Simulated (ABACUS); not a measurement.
# Ge (I4_1/amd) in ABACUS: notebook

One crystal, Ge, is run at these levels: PBE, r2SCAN; tasks: single point.

Everything below comes from runs of ABACUS 3.10.1. Logs are shortened: lines on timing, memory, paths and dates and some standing lists are left out, and cuts for length are marked.

**1. The crystal as given**

The structure is tetragonal, space group I4_1/amd (No. 141). Conventional cell: a = 5.149 Å, b = 5.149 Å, c = 2.795 Å, α = 90.00°, β = 90.00°, γ = 90.00°. Ge (site symmetry -4m2) has 6 Ge at 2.67 to 2.79 Å as nearest neighbours.

This isn't the form of Ge at room conditions, which is diamond.

**2. Single point, PBE**

run_abacus.py reads:

```python
"""ABACUS run from a structure file: ASE reads it, the script writes STRU, KPT and INPUT."""
import re
import subprocess
import spglib
from ase import Atoms
from ase.io import read
from ase.units import Bohr

atoms = read("Ge.cif")
cell, frac, numbers = spglib.standardize_cell((atoms.cell[:], atoms.get_scaled_positions(), atoms.numbers), to_primitive=True, symprec=1e-4)
atoms = Atoms(numbers=numbers, cell=cell, scaled_positions=frac, pbc=True)  # the primitive cell
atoms = atoms[(-atoms.numbers).argsort(kind="stable")]  # ABACUS lists atoms element by element
pseudo = {'Ge': 'Ge_ONCV_PBE-1.2.upf'}
orbital = {'Ge': 'Ge_confined-atom_7au_3s3p3d1f.orb'}
magmoms = None
kmesh = [10, 10, 10]
params = {
    'suffix': 'Ge',
    'calculation': 'scf',
    'basis_type': 'lcao',
    'pseudo_dir': './',
    'orbital_dir': './',
    'symmetry': 1,
    'dft_functional': 'pbe',
    'ecutwfc': 100,
    'pseudo_rcut': 10,
    'nspin': 1,
    'nbands': 24,
    'ks_solver': 'genelpa',
    'smearing_method': 'fd',
    'smearing_sigma': 0.00367493,
    'scf_thr': 1e-07,
    'scf_nmax': 100,
    'mixing_type': 'broyden',
    'mixing_beta': 0.7,
    'cal_force': 1,
    'cal_stress': 1,
    'out_mul': 1,
    'out_chg': 1,
    'out_pot': 2,
    'out_elf': 1,
}

symbols = atoms.get_chemical_symbols()
elements = list(dict.fromkeys(symbols))
lines = ["ATOMIC_SPECIES"] + [f"{e} {atoms.get_masses()[symbols.index(e)]:.4f} {pseudo[e]}" for e in elements]
if orbital:
    lines += ["", "NUMERICAL_ORBITAL"] + [orbital[e] for e in elements]
lines += ["", "LATTICE_CONSTANT", f"{1 / Bohr:.10f}", "", "LATTICE_VECTORS"]
lines += [" ".join(f"{x:.10f}" for x in v) for v in atoms.cell]
lines += ["", "ATOMIC_POSITIONS", "Direct"]
for e in elements:
    lines += ["", e, "0.0", str(symbols.count(e))]
    for i, p in enumerate(atoms.get_scaled_positions(wrap=False)):
        if symbols[i] == e:
            mag = "" if magmoms is None else " mag " + " ".join(str(x) for x in (magmoms[i] if isinstance(magmoms[i], list) else [magmoms[i]]))
            lines.append(" ".join(f"{x:.10f}" for x in p) + " 1 1 1" + mag)
open("STRU", "w").write("\n".join(lines) + "\n")
open("KPT", "w").write("K_POINTS\n0\nGamma\n%d %d %d 0 0 0\n" % tuple(kmesh))
open("INPUT", "w").write("INPUT_PARAMETERS\n" + "".join(f"{k:<20s}{v}\n" for k, v in params.items()))

done = subprocess.run(['mpirun', '-np', '4', 'abacus'])
if done.returncode:
    raise SystemExit(done.returncode)
log = open("OUT.Ge/running_scf.log").read()
print("final energy (eV):", re.findall(r"FINAL_ETOT_IS (\S+)", log))
```

Ge.cif reads:

```cif
data_Ge
_cell_length_a 5.14897944
_cell_length_b 5.14897944
_cell_length_c 2.79482529
_cell_angle_alpha 90.00000000
_cell_angle_beta 90.00000000
_cell_angle_gamma 90.00000000
_space_group_name_H-M_alt 'I4_1/amd'
_space_group_name_Hall 'I 4bw 2bw -1bw'
_space_group_IT_number 141
loop_
_space_group_symop_operation_xyz
'x,y,z'
'-y,x+1/2,z+1/4'
'-x+1/2,-y+1/2,z+1/2'
'y+1/2,-x,z+3/4'
'x,-y+1/2,-z+1/4'
'-y,-x,-z'
'-x+1/2,y,-z+3/4'
'y+1/2,x+1/2,-z+1/2'
'-x,-y+1/2,-z+1/4'
'y,-x,-z'
'x+1/2,y,-z+3/4'
'-y+1/2,x+1/2,-z+1/2'
'-x,y,z'
'y,x+1/2,z+1/4'
'x+1/2,-y+1/2,z+1/2'
'-y+1/2,-x,z+3/4'
'x+1/2,y+1/2,z+1/2'
'-y+1/2,x,z+3/4'
'-x,-y,z'
'y,-x+1/2,z+1/4'
'x+1/2,-y,-z+3/4'
'-y+1/2,-x+1/2,-z+1/2'
'-x,y+1/2,-z+1/4'
'y,x,-z'
'-x+1/2,-y,-z+3/4'
'y+1/2,-x+1/2,-z+1/2'
'x,y+1/2,-z+1/4'
'-y,x,-z'
'-x+1/2,y+1/2,z+1/2'
'y+1/2,x,z+3/4'
'x,-y,z'
'-y,-x+1/2,z+1/4'
loop_
_atom_site_label
_atom_site_type_symbol
_atom_site_symmetry_multiplicity
_atom_site_Wyckoff_symbol
_atom_site_fract_x
_atom_site_fract_y
_atom_site_fract_z
_atom_site_occupancy
Ge1 Ge 4 b 0.0000000000 0.0000000000 0.5000000000 1
```

Potentials or basis: SG15 ONCV 1.2 PBE, TZDP LCAO (the cutoffs set its grid).

Launch:

```bash
$ OMP_NUM_THREADS=1 python run_abacus.py > log
```

running log:

```text
ABACUS v3.10.1

               Atomic-orbital Based Ab-initio Computation at UStc

 ------------------------------------------------------------------------------------

 READING GENERAL INFORMATION
                           global_out_dir = OUT.Ge/
                           global_in_card = INPUT
                               pseudo_dir = ./
                              orbital_dir = ./
                                    DSIZE = 4
                                    GSIZE = 1

 READING UNITCELL INFORMATION
                                    ntype = 1
                  lattice constant (Bohr) = 1.88973
              lattice constant (Angstrom) = 1

 READING ATOM TYPE 1
                               atom label = Ge
                      L=0, number of zeta = 3
                      L=1, number of zeta = 3
                      L=2, number of zeta = 3
                      L=3, number of zeta = 1
             number of atom for this type = 2

                        TOTAL ATOM NUMBER = 2
DIRECT COORDINATES
    atom                   x                   y                   z     mag                  vx                  vy                  vz
taud_Ge1            0.5000000000        0.5000000000        0.0000000000  0.0000        0.0000000000        0.0000000000        0.0000000000
taud_Ge2            0.2500000000        0.7500000000        0.5000000000  0.0000        0.0000000000        0.0000000000        0.0000000000

                          Volume (Bohr^3) = 250.014
                             Volume (A^3) = 37.0481

 Lattice vectors: (Cartesian coordinate: in unit of a_0)
             -2.57449            +2.57449            +1.39741
             +2.57449            -2.57449            +1.39741
             +2.57449            +2.57449            -1.39741
 Reciprocal vectors: (Cartesian coordinate: in unit of 2 pi/a_0)
                   +0           +0.194213           +0.357804
            +0.194213                  +0           +0.357804
            +0.194213           +0.194213                  +0
 The esolver type has been set to : ksdft_lcao

                PAO radial cut off (Bohr) = 10

 Read in pseudopotential file is Ge_ONCV_PBE-1.2.upf
                     pseudopotential type = NC
          exchange-correlation functional = PBE
                 nonlocal core correction = 0
                        valence electrons = 14
                                     lmax = 2
                           number of zeta = 0
                     number of projectors = 6
                           L of projector = 0
                           L of projector = 0
                           L of projector = 1
                           L of projector = 1
                           L of projector = 2
                           L of projector = 2
     initial pseudo atomic orbital number = 0

 SETUP THE ELECTRONS NUMBER
            electron number of element Ge = 14
      total electron number of element Ge = 28
            AUTOSET number of electrons:  = 28
                           occupied bands = 14
                                   NLOCAL = 68
                                   NBANDS = 24
                                   NBANDS = 24
                                   NLOCAL = 68

%%%%%%%%%%%%%%%%%%%%%%%%%%%%%%%%%%%%%%%%%%%%%%%%%%%%%%%%%%%%%%%%%%%%%%%%%%%%%%%%%%%%%%%%%%%%%%%%%%%%%%%%%%
 Warning: the number of valence electrons in pseudopotential > 4 for Ge: [Ar] 3d10 4s2 4p2
 Pseudopotentials with additional electrons can yield (more) accurate outcomes, but may be less efficient.
 If you're confident that your chosen pseudopotential is appropriate, you can safely ignore this warning.
%%%%%%%%%%%%%%%%%%%%%%%%%%%%%%%%%%%%%%%%%%%%%%%%%%%%%%%%%%%%%%%%%%%%%%%%%%%%%%%%%%%%%%%%%%%%%%%%%%%%%%%%%%

 SETUP THE PLANE WAVE BASIS
 energy cutoff for charge/potential (unit:Ry) = 400
            fft grid for charge/potential = [ 48, 48, 48 ]
                        fft grid division = [ 4, 4, 4 ]
        big fft grid for charge/potential = [ 12, 12, 12 ]
                                     nbxx = 432
[... 77 lines left out ...]
                       right hand lattice = 1
                        ROTATION MATRICES = 16
                               nkstot_ibz = 102
K-POINTS REDUCTION ACCORDING TO SYMMETRY
     IBZ    DIRECT_X    DIRECT_Y    DIRECT_Z  WEIGHT  ibz2bz
       1  0.00000000  0.00000000  0.00000000  0.0010       0
       2 -0.10000000  0.00000000  0.10000000  0.0080       1
       3 -0.20000000  0.00000000  0.20000000  0.0080       2
       4 -0.30000000  0.00000000  0.30000000  0.0080       3
       5 -0.40000000  0.00000000  0.40000000  0.0080       4
       6  0.50000000  0.00000000  0.50000000  0.0040       5
[... 22 lines left out ...]
      29  0.50000000  0.40000000  0.10000000  0.0160      45
      30 -0.40000000  0.40000000  0.00000000  0.0040      46
[... 72 further k points ...]

                               nkstot now = 102
[... K-POINTS DIRECT COORDINATES: 102 rows ...]

           k-point number in this process = 102
       minimum distributed K point number = 102
[... stars of the k points ...]

[... K-POINTS CARTESIAN COORDINATES: 102 rows ...]

[... K-POINTS DIRECT COORDINATES: 102 rows ...]

 SETUP PLANE WAVES FOR WAVE FUNCTIONS
     energy cutoff for wavefunc (unit:Ry) = 100
              fft grid for wave functions = [ 48, 48, 48 ]
                    number of plane waves = 6433
                         number of sticks = 389

 PARALLEL PW FOR WAVE FUNCTIONS
     PROC   COLUMNS(POT)             PW
        1             97           1609
        2             97           1608
        3             97           1608
        4             98           1608
 --------------- sum -------------------
        4            389           6433

 SET NONLOCAL PSEUDOPOTENTIAL PROJECTORS
 max number of nonlocal projetors among all species is 6

 -------------------------------------------
 SELF-CONSISTENT
 -------------------------------------------

 SETUP SEARCHING RADIUS FOR PROGRAM TO SEARCH ADJACENT ATOMS
                  longest orb rcut (Bohr) = 7
   longest nonlocal projector rcut (Bohr) = 2.72
                     search radius (Bohr) = 19.4
              searching radius is (Bohr)) = 19.4
         searching radius unit is (Bohr)) = 1.89
                         PeriodicBoundary = 1
                        Radius(unit:lat0) = 10.3
                                   glayer = [ 6, 6, 4 ]
                             glayer_minus = [ 5, 5, 3 ]

Find the coordinate range of the input atom(unit:lat0).
                                  min_tau = [ -33.5, -33.5, -17.5 ]
                                  max_tau = [ 36, 33.5, 19.6 ]
                                BoxNumber = [ 11, 11, 7 ]

 SETUP EXTENDED REAL SPACE GRID FOR GRID INTEGRATION
                          real space grid = [ 48, 48, 48 ]
                 big cell numbers in grid = [ 12, 12, 12 ]
             meshcell numbers in big cell = [ 4, 4, 4 ]
                        extended fft grid = [ 19, 19, 13 ]
                dimension of extened grid = [ 51, 51, 39 ]
                            UnitCellTotal = 125
              Atom number in sub-FFT-grid = 2
    Local orbitals number in sub-FFT-grid = 68
                                ParaV.nnr = 65314
                                 init_chg = atomic

 LCAO ALGORITHM --------------- ION=   1  ELEC=   1--------------------------------

 Density error is 0.0222701260695
----------------------------------------------------------
     Energy           Rydberg                 eV
----------------------------------------------------------
 E_KohnSham     -283.1100123934      -3851.9093294011
 E_Harris       -284.3510281455      -3868.7942149371
 E_Fermi        1.0611541192         14.4377424767
----------------------------------------------------------
[... 69 lines left out ...]
 Density error is 9.92932958584e-09
----------------------------------------------------------
     Energy           Rydberg                 eV
----------------------------------------------------------
 E_KohnSham     -283.1117031800      -3851.9323337330
 E_KS(sigma->0) -283.1114737696      -3851.9292124443
 E_Harris       -283.1117033587      -3851.9323361645
 E_band         -10.0761630452       -137.0932313913
 E_one_elec     -83.5100556368       -1136.2125969573
 E_Hartree      59.3813105309        807.9241779272
 E_xc           -34.8996304440       -474.8338321327
 E_Ewald        -224.0828688093      -3048.8038399929
 E_entropy(-TS) -0.0004588208        -0.0062425773
 E_descf        0.0000000000         0.0000000000
 E_exx          0.0000000000         0.0000000000
 E_Fermi        1.0529902273         14.3266670301
----------------------------------------------------------

 charge density convergence is achieved
 final etot is -3851.9323337 eV
 EFERMI = 14.32666703 eV
The vacuum level is 11.737694845 eV

 STATE ENERGY(eV) AND OCCUPATIONS    NSPIN == 1
 1/102 kpoint (Cartesian) = 0.0000 0.0000 0.0000 (1071 pws)
       1       -10.5562     0.00200000
       2       -10.5108     0.00200000
       3       -10.4789     0.00200000
       4       -10.4755     0.00200000
       5       -10.3703     0.00200000
       6       -10.3703     0.00200000
[... 146 lines left out ...]
      23        28.2580        0.00000
      24        31.9746        0.00000

[... levels at 96 further k points ...]

 correction force for each atom along direction 1 is 1.50106e-14
 correction force for each atom along direction 2 is 3.80945e-15
 correction force for each atom along direction 3 is -8.06646e-16
------------------------------------------------------------------------------------------
 TOTAL-FORCE (eV/Angstrom)
------------------------------------------------------------------------------------------
                       Ge1         0.0000000000         0.0000000000         0.0000000000
                       Ge2         0.0000000000         0.0000000000         0.0000000000
------------------------------------------------------------------------------------------

----------------------------------------------------------------
 TOTAL-STRESS (KBAR)
----------------------------------------------------------------
        38.7544716134        -0.0000000000         0.0000000000
        -0.0000000000        38.7544716134         0.0000000000
         0.0000000000         0.0000000000        39.0740756210
----------------------------------------------------------------
 TOTAL-PRESSURE: 38.861006 KBAR

 --------------------------------------------
 !FINAL_ETOT_IS -3851.9323337329860806 eV
 --------------------------------------------
```

Wall time 11 s (4 MPI ranks of Intel Xeon Platinum 8488C (Sapphire Rapids), shared host); peak memory 0.44 GiB.

What came out:

```yaml
Free_energy: -3851.9323 eV
Pressure: 3.9 GPa
Band_gap_on_the_k_mesh: none (metal or under the smearing width)
```

Levels at points of the mesh, in eV from the Fermi level:
```
           k point  band 10  band 11  band 12  band 13  band 14  band 15  band 16  band 17  band 18  band 19
(0.00, 0.00, 0.00)   -24.57   -13.36    -4.12    -2.39    -2.39     3.26     7.66     7.66     8.14     8.35
(0.50, 0.00, 0.50)   -24.61    -8.10    -6.44    -2.68    -2.06    -1.39     2.44     3.55     5.51     8.85
(0.50, 0.50, 0.00)   -24.65   -10.62   -10.62     0.57     0.57     1.89     1.89     7.59     7.59    11.43
(0.50, 0.50, 0.50)   -24.69    -8.93    -8.93    -5.97    -5.97     6.17     6.17    11.07    11.07    15.37
```

Caveat: the atomic orbitals were generated for these runs and aren't a published set; the basis of atomic orbitals isn't converged, which shifts pressures, moduli and gaps.

**3. Single point, r2SCAN**

INPUT reads:

```
INPUT_PARAMETERS
suffix              Ge
calculation         scf
basis_type          lcao
pseudo_dir          ./
orbital_dir         ./
symmetry            1
dft_functional      MGGA_X_R2SCAN+MGGA_C_R2SCAN
ecutwfc             100
pseudo_rcut         10
nspin               1
nbands              24
ks_solver           genelpa
smearing_method     fd
smearing_sigma      0.00367493
scf_thr             1e-07
scf_nmax            100
mixing_type         broyden
mixing_beta         0.7
cal_force           1
cal_stress          1
mixing_tau          1
out_mul             1
out_chg             1
```

STRU reads:

```
ATOMIC_SPECIES
Ge 72.6300 Ge_ONCV_PBE-1.2.upf

NUMERICAL_ORBITAL
Ge_confined-atom_7au_2s2p2d.orb

LATTICE_CONSTANT
1.8897261246

LATTICE_VECTORS
-2.5744897190 2.5744897190 1.3974126432
2.5744897190 -2.5744897190 1.3974126432
2.5744897190 2.5744897190 -1.3974126432

ATOMIC_POSITIONS
Direct

Ge
0.0
2
0.5000000000 0.5000000000 0.0000000000 1 1 1
0.2500000000 0.7500000000 0.5000000000 1 1 1
```

KPT reads:

```
K_POINTS
0
Gamma
8 8 8 0 0 0
```

Potentials or basis: SG15 ONCV 1.2 PBE, DZP LCAO (the cutoffs set its grid).

Launch:

```bash
$ OMP_NUM_THREADS=1 mpirun -np 4 abacus > log
```

Run time: 19 s. Hardware: 4 MPI ranks of AMD EPYC 7R43 (Zen 3), shared host; peak memory 0.36 GiB.

It converged, with:

```
Free energy            : -3827.0900 eV
Pressure               : 0.0 GPa
Band gap on the k mesh : none (metal or under the smearing width)
```

Stress tensor (GPa, compression positive):
```
-1.64  0.00  0.00
 0.00 -1.64  0.00
 0.00  0.00  3.31
```

Levels at points of the mesh, in eV from the Fermi level:
| k point | band 12 | band 13 | band 14 | band 15 | band 16 | band 17 |
| --- | --- | --- | --- | --- | --- | --- |
| (0.00, 0.00, 0.00) | -4.42 | -2.49 | -2.49 | 4.11 | 8.05 | 8.05 |
| (0.50, 0.00, 0.50) | -6.70 | -2.81 | -2.13 | -1.44 | 3.06 | 3.81 |
| (0.50, 0.50, 0.00) | -11.10 | 0.65 | 0.65 | 2.16 | 2.16 | 8.16 |
| (0.50, 0.50, 0.50) | -9.40 | -6.08 | -6.08 | 6.66 | 6.66 | 11.44 |

Caveat: the atomic orbitals were generated for these runs and aren't a published set; the potentials were made for another functional, which shifts forces and pressure; the basis of atomic orbitals isn't converged, which shifts pressures, moduli and gaps.
